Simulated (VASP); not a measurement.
# Zr (Fmmm) in VASP: notebook

Runs on Zr. Level: r2SCAN. Tasks: single point.

Everything below comes from runs of VASP 6.6.1. Logs are shortened: lines on timing, memory, paths and dates and some standing lists are left out, and cuts for length are marked.

### 1 The crystal as given

Symmetry: Fmmm, No. 69, orthorhombic system. The conventional cell has a = 4.152 Å, b = 4.499 Å, c = 10.740 Å, α = 90.00°, β = 90.00°, γ = 90.00°. Zr (site symmetry mm2) has 9 Zr at 3.00 to 3.20 Å as nearest neighbours.

The cell was built by a generator and needn't be a form met in nature.

### 2 Single point, r2SCAN

File POSCAR:

```
Zr
1.0
    2.2493046258     -5.3698095766      0.0000000000
    2.2493046258      5.3698095766      0.0000000000
    0.0000000000      0.0000000000      4.1519380602
Zr
4
Direct
    0.1489551610      0.8510448390     -0.0000015720
    0.6489551610      0.3510448390      0.5000015720
    0.8510448390      0.1489551610      1.0000015720
    0.3510448390      0.6489551610      0.4999984280
```

File INCAR.step1:

```
PREC = Accurate ; ENCUT = 520
ISMEAR = 0 ; SIGMA = 0.1
LREAL = F ; LASPH = T
NELM = 100 ; NBANDS = 32
GGA = PE ; ALGO = Normal
EDIFF = 1E-4 ; LWAVE = T
LCHARG = F
```

File INCAR.step2:

```
PREC = Accurate ; ENCUT = 520
EDIFF = 1E-7 ; ISMEAR = 0
SIGMA = 0.1 ; LREAL = F
LASPH = T ; NELM = 100
ALGO = Normal ; ISIF = 2
LWAVE = F ; LCHARG = T
METAGGA = R2SCAN ; LMIXTAU = T
LELF = T ; LVHAR = T
NBANDS = 32 ; ISTART = 1
```

File KPOINTS:

```
regular mesh
0
Gamma
  4 4 4
```

Potentials or basis: VASP PAW PBE potentials, release 64 (Zr_sv).

Command:

```console
$ cat potpaw_PBE.64/Zr_sv/POTCAR > POTCAR
$ cp INCAR.step1 INCAR
$ mpirun -np 1 vasp_std > vasp.out
$ cp INCAR.step2 INCAR
$ mpirun -np 1 vasp_std > vasp.out
```

OUTCAR:

```text
PREC = Accurate
   ENCUT = 520
   EDIFF = 1E-7
   ISMEAR = 0
   LREAL = F
   LASPH = T
   NELM = 100
   ISIF = 2
   METAGGA = R2SCAN
   ISTART = 1

 ion  position               nearest neighbor table
   1  0.149  0.851  1.000-   4 3.00   4 3.00   2 3.06   2 3.06   2 3.06   2 3.06   3 3.13   3 3.13
                             3 3.20
   2  0.649  0.351  0.500-   3 3.00   3 3.00   1 3.06   1 3.06   1 3.06   1 3.06   4 3.13   4 3.13
                             4 3.20
   3  0.851  0.149  0.000-   2 3.00   2 3.00   4 3.06   4 3.06   4 3.06   4 3.06   1 3.13   1 3.13
                             1 3.20
   4  0.351  0.649  0.500-   1 3.00   1 3.00   3 3.06   3 3.06   3 3.06   3 3.06   2 3.13   2 3.13
                             2 3.20

  LATTYP: Found a base centered orthorhombic cell.
 ALAT       =     4.4986092516
 B/A-ratio  =     2.3873198477
 C/A-ratio  =     0.9229381411

  Lattice vectors:

 A1 = (   2.2493046258,  -5.3698095766,   0.0000000000)
 A2 = (   2.2493046258,   5.3698095766,   0.0000000000)
 A3 = (   0.0000000000,   0.0000000000,   4.1519380602)

Analysis of symmetry for initial positions (statically):
=====================================================================
 Subroutine PRICEL returns following result:

  LATTYP: Found a face centered orthorhombic cell.
 ALAT       =     4.1519380602
 B/A-ratio  =     1.0834962339
 C/A-ratio  =     2.5866520641

  Lattice vectors:

 A1 = (   2.2493046258,   5.3698095766,   0.0000000000)
 A2 = (   0.0000000000,   5.3698095766,   2.0759559764)
 A3 = (   2.2493046258,   0.0000000000,   2.0759820838)

   2 primitive cells build up your supercell.

 Routine SETGRP: Setting up the symmetry group for a
 base centered orthorhombic supercell.

 Subroutine GETGRP returns: Found  8 space group operations
 (whereof  8 operations were pure point group operations)
 out of a pool of  8 trial point group operations.

The static configuration has the point symmetry D_2h.

Analysis of symmetry for dynamics (positions and initial velocities):
=====================================================================
 Subroutine PRICEL returns following result:

  LATTYP: Found a face centered orthorhombic cell.
 ALAT       =     4.1519380602
 B/A-ratio  =     1.0834962339
 C/A-ratio  =     2.5866520641

  Lattice vectors:

 A1 = (   2.2493046258,   5.3698095766,   0.0000000000)
 A2 = (   0.0000000000,   5.3698095766,   2.0759559764)
 A3 = (   2.2493046258,   0.0000000000,   2.0759820838)

   2 primitive cells build up your supercell.

 Routine SETGRP: Setting up the symmetry group for a
 base centered orthorhombic supercell.

 Subroutine GETGRP returns: Found  8 space group operations
 (whereof  8 operations were pure point group operations)
 out of a pool of  8 trial point group operations.

The dynamic configuration has the point symmetry D_2h.

 Subroutine INISYM returns: Found  8 space group operations
 (whereof  8 operations are pure point group operations),
 and found     2 'primitive' translations

----------------------------------------------------------------------------------------

                                     Primitive cell

  volume of cell :      50.1485

  direct lattice vectors                    reciprocal lattice vectors
     2.249304626  5.369809577  0.000000000     0.222292320  0.093112586 -0.240851377
     0.000000000  5.369809577  2.075955976    -0.222292320  0.093113757  0.240851377
     2.249304626  0.000000000  2.075982084     0.222289525 -0.093112586  0.240851377

  length of vectors
     5.821874800  5.757121512  3.060894136     0.340724544  0.340724864  0.340722721

  position of ions in fractional coordinates (direct lattice)
     0.851047348  0.851042330  0.148952652
     0.148958940  0.148951382  0.851041060

  ion indices of the primitive-cell ions
   primitive index   ion index
                 1           1
                 2           3

----------------------------------------------------------------------------------------

 KPOINTS: regular mesh

Automatic generation of k-mesh.
 Grid dimensions read from file:
 generate k-points for:    4    4    4

 Generating k-lattice:

  Cartesian coordinates                     Fractional coordinates (reciprocal lattice)
     0.055572731 -0.023278293  0.000000000     0.250000000  0.000000000  0.000000000
     0.055572731  0.023278293  0.000000000     0.000000000  0.250000000  0.000000000
     0.000000000  0.000000000  0.060212844     0.000000000  0.000000000  0.250000000

  Length of vectors
     0.060251202  0.060251202  0.060212844

  Shift w.r.t. Gamma in fractional coordinates (k-lattice)
     0.000000000  0.000000000  0.000000000

 Subroutine IBZKPT returns following result:
 ===========================================

 Found     21 irreducible k-points:

 Following reciprocal coordinates:
            Coordinates               Weight
  0.000000  0.000000  0.000000      1.000000
  0.250000  0.000000  0.000000      4.000000
  0.500000  0.000000  0.000000      2.000000
  0.250000  0.250000  0.000000      2.000000
  0.500000  0.250000  0.000000      4.000000
 -0.250000  0.250000  0.000000      2.000000
[... 13 lines left out ...]
 -0.250000  0.250000  0.500000      2.000000
  0.500000  0.500000  0.500000      1.000000
   k-points           NKPTS =     21   k-points in BZ     NKDIM =     21   number of bands    NBANDS=     32
   number of dos      NEDOS =    301   number of ions     NIONS =      4
   total plane-waves  NPLWV =  73728
   dimension x,y,z NGX =    48 NGY =   48 NGZ =   32
   dimension x,y,z NGXF=    96 NGYF=   96 NGZF=   64
   ions per type =               4
   NGX,Y,Z   is equivalent  to a cutoff of  13.71, 13.71, 12.81 a.u.
   NGXF,Y,Z  is equivalent  to a cutoff of  27.41, 27.41, 25.63 a.u.
 SYSTEM =  unknown system
   PREC   = accura    normal or accurate (medium, high low for compatibility)
   ISTART =      1    job   : 0-new  1-cont  2-samecut
   ICHARG =      0    charge: 1-file 2-atom 10-const
   ISPIN  =      1    spin polarized calculation?
   LNONCOLLINEAR =      F non collinear calculations
   LSORBIT =      F    spin-orbit coupling
   LASPH  =      T    aspherical Exc in radial PAW
   ENCUT  =  520.0 eV  38.22 Ry    6.18 a.u.  10.82 10.82  7.72*2*pi/ulx,y,z
   NELM   =    100;   NELMIN=  2; NELMDL=  0     # of ELM steps
   EDIFF  = 0.1E-06   stopping-criterion for ELM
   LREAL  =      F    real-space projection
   EDIFFG = 0.1E-05   stopping-criterion for IOM
   NSW    =      0    number of steps for IOM
   IBRION =     -1    ionic relax: 0-MD 1-quasi-New 2-CG
   NFREE  =      0    steps in history (QN), initial steepest desc. (CG)
   ISIF   =      2    stress and relaxation
   ISYM   =      2    0-nonsym 1-usesym 2-fastsym
   POTIM  = 0.5000    time-step for ionic-motion
   TEBEG  =    0.0;   TEEND  =   0.0 temperature during run
   PSTRESS=    0.0 pullay stress
   NELECT =      48.0000    total number of electrons
   NUPDOWN=      -1.0000    fix difference up-down
   EMIN   =  10.00;   EMAX   =-10.00  energy-range for DOS
   EFERMI =   0.00;   METHOD = LEGACY
   ISMEAR =     0;   SIGMA  =   0.10  broadening in eV -4-tet -1-fermi 0-gaus
   EFERMI_NEDOS =   21; number of points for ismear=-14 and -15
   IALGO  =     38    algorithm
   IMIX   =      4    mixing-type and parameters
     AMIX     =   0.40;   BMIX     =  1.00
     AMIX_MAG =   1.60;   BMIX_MAG =  1.00
  volume/ion in A,a.u.               =      25.07       169.21
  Fermi-wavevector in a.u.,A,eV,Ry     =   1.280538  2.419866 22.310538  1.639778
  Thomas-Fermi vector in A             =   2.412960
   LORBIT       =      0    0 simple, 1 ext, 2 COOP (PROOUT), +10 PAW based schemes
   METAGGA = R2SCAN    functional components
   LHFCALC =     F    Hartree Fock is set to
   AEXX    =    0.0000 exact exchange contribution
   IVDW    =     0    specifies the selected vdW correction
   LEPSILON=     F    determine dielectric tensor
   LRPA    =     F    only Hartree local field effects (RPA)
 non-spin polarized calculation
 Gauss-broadening in eV      SIGMA  =   0.10
  energy-cutoff  :      520.00
  volume of cell :      100.30
 maximum number of plane-waves:      2724
 NGX is ok and might be reduce to    48
   NGX = 21   NGY = 21   NGZ = 15

 number of electron      48.0000000 magnetization

 Free energy of the ion-electron system (eV)
  ---------------------------------------------------
  ext. energy  EPLUGINS =         0.00000000
  ---------------------------------------------------
  free energy    TOTEN  =       -89.96161170 eV

  energy without entropy =      -89.94656757  energy(sigma->0) =      -89.95408964

 E-fermi :   7.9082     XC(G=0): -11.4497

 val. band max:        7.8592078151   @ k =   0.5000   0.0000   0.5000
 cond. band min:       7.9297085748   @ k =   0.0000   0.0000   0.2500
 fundamental gap:      0.0705007598
 Fermi energy:         7.9081867374

 k-point     1 :       0.0000    0.0000    0.0000
  band No.  band energies     occupation
      1     -42.4213      2.00000
      2     -42.2237      2.00000
      3     -42.1581      2.00000
      4     -42.1471      2.00000
      5     -20.2088      2.00000
      6     -20.1923      2.00000
[... 24 lines left out ...]
     31      12.1162      0.00000
     32      12.3368      0.00000

 k-point     2 :       0.2500    0.0000    0.0000
  band No.  band energies     occupation
      1     -42.3835      2.00000
      2     -42.2121      2.00000
      3     -42.1989      2.00000
      4     -42.1564      2.00000
      5     -20.1190      2.00000
      6     -20.1091      2.00000
[... 24 lines left out ...]
     31      10.7173      0.00000
     32      11.2055      0.00000

 k-point     3 :       0.5000    0.0000    0.0000
  band No.  band energies     occupation
      1     -42.2918      2.00000
      2     -42.2918      2.00000
      3     -42.1841      2.00000
      4     -42.1841      2.00000
      5     -19.9957      2.00000
      6     -19.9957      2.00000
[... 24 lines left out ...]
     31      10.2243      0.00000
     32      10.2244      0.00000

 k-point     4 :       0.2500    0.2500    0.0000
  band No.  band energies     occupation
      1     -42.3031      2.00000
      2     -42.2772      2.00000
      3     -42.1990      2.00000
      4     -42.1724      2.00000
      5     -20.0651      2.00000
      6     -19.9029      2.00000
[... 24 lines left out ...]
     31       9.8739      0.00000
     32      10.0027      0.00000

 k-point     5 :       0.5000    0.2500    0.0000
  band No.  band energies     occupation
      1     -42.3649      2.00000
      2     -42.2314      2.00000
      3     -42.2159      2.00000
      4     -42.1392      2.00000
      5     -20.1424      2.00000
      6     -20.0463      2.00000
[... 479 lines left out ...]
     31      10.2260      0.00000
     32      10.2260      0.00000

 k-point    19 :       0.5000    0.2500    0.5000
  band No.  band energies     occupation
      1     -42.2540      2.00000
      2     -42.2540      2.00000
      3     -42.2187      2.00000
      4     -42.2187      2.00000
      5     -20.1536      2.00000
      6     -20.1536      2.00000
[... 24 lines left out ...]
     31      10.2456      0.00000
     32      10.2456      0.00000

 k-point    20 :      -0.2500    0.2500    0.5000
  band No.  band energies     occupation
      1     -42.2734      2.00000
      2     -42.2734      2.00000
      3     -42.1999      2.00000
      4     -42.1999      2.00000
      5     -20.0168      2.00000
      6     -20.0168      2.00000
[... 24 lines left out ...]
     31      10.1685      0.00000
     32      10.1685      0.00000

 k-point    21 :       0.5000    0.5000    0.5000
  band No.  band energies     occupation
      1     -42.2580      2.00000
      2     -42.2580      2.00000
      3     -42.2156      2.00000
      4     -42.2156      2.00000
      5     -19.9300      2.00000
      6     -19.9300      2.00000
[... 24 lines left out ...]
     31      10.3433      0.00000
     32      10.3433      0.00000

------------------------ aborting loop because EDIFF is reached ----------------------------------------

  FORCE on cell =-STRESS in cart. coord.  units (eV):
  Direction    XX          YY          ZZ          XY          YZ          ZX
  --------------------------------------------------------------------------------------
  -------------------------------------------------------------------------------------
  Total       -0.0144728      0.0608750      0.0294873     -0.0000000      0.0000000      0.0000000
  in kB       -0.2311926      0.9724364      0.4710402     -0.0000000      0.0000000      0.0000000
  external PRESSURE =       0.4040947 kB  Pullay stress =       0.0000000 kB

 VOLUME and BASIS-vectors are now :
 -----------------------------------------------------------------------------
  energy-cutoff  :      520.00
  volume of cell :      100.30
      direct lattice vectors                 reciprocal lattice vectors
     2.249304626 -5.369809577  0.000000000     0.222290922 -0.093113171  0.000000000
     2.249304626  5.369809577  0.000000000     0.222290922  0.093113171  0.000000000
     0.000000000  0.000000000  4.151938060     0.000000000  0.000000000  0.240851377

 POSITION                                       TOTAL-FORCE (eV/Angst)
 -----------------------------------------------------------------------------------
      2.24930      3.77009      4.15193         0.000000     -0.006489      0.000000
      2.24930     -1.59972      2.07598         0.000000     -0.006489      0.000000
      2.24930     -3.77009      0.00001         0.000000      0.006489      0.000000
      2.24930      1.59972      2.07596         0.000000      0.006489      0.000000
 -----------------------------------------------------------------------------------
    total drift:                                0.000000     -0.000000     -0.000000

  FREE ENERGIE OF THE ION-ELECTRON SYSTEM (eV)
  ---------------------------------------------------
  free  energy   TOTEN  =       -89.9616117033 eV

  energy  without entropy=      -89.9465675715  energy(sigma->0) =      -89.95408964
```

It took 5.6 min on 1 thread of Intel Xeon Platinum 8375C at 2.90GHz (Ice Lake), shared host; peak memory 0.29 GiB.

Results:

* Free energy: -89.9616 eV
* Pressure: 0.0 GPa
* Largest force: 0.006 eV/Å
* Band gap on the k mesh: none (metal or under the smearing width)

Forces in eV/Å, atoms in the order of the input:
```
Zr   0.000 -0.006  0.000
Zr   0.000 -0.006  0.000
Zr   0.000  0.006  0.000
Zr   0.000  0.006  0.000
```

Levels at points of the mesh, in eV from the Fermi level:
```
           k point  band 20  band 21  band 22  band 23  band 24  band 25  band 26  band 27  band 28  band 29
(0.00, 0.00, 0.00)    -2.06    -1.68    -1.51    -1.02    -0.08     0.02     0.56     1.81     2.47     2.53
(0.50, 0.00, 0.00)    -1.39    -0.92    -0.92    -0.36    -0.36     0.96     0.96     1.00     1.00     2.02
(0.50, 0.50, 0.00)    -2.15    -1.98    -1.90    -1.69    -0.57     0.30     1.35     1.74     1.96     2.29
(0.00, 0.00, 0.50)    -0.91    -0.62    -0.62    -0.49    -0.49     0.73     0.73     1.58     1.58     2.21
(0.50, 0.00, 0.50)    -2.27    -0.56    -0.56    -0.05    -0.05     0.76     0.76     1.60     1.60     2.18
(0.50, 0.50, 0.50)    -1.70    -1.05    -1.05    -0.80    -0.80     0.66     0.66     1.13     1.13     2.01
```

Caveat: the k mesh is coarse (spacing up to 0.38 Å⁻¹), so the values aren't converged; the PAW data sets were made with another functional, which shifts forces and pressure a little.

(Part 1 of 2 ends here.)
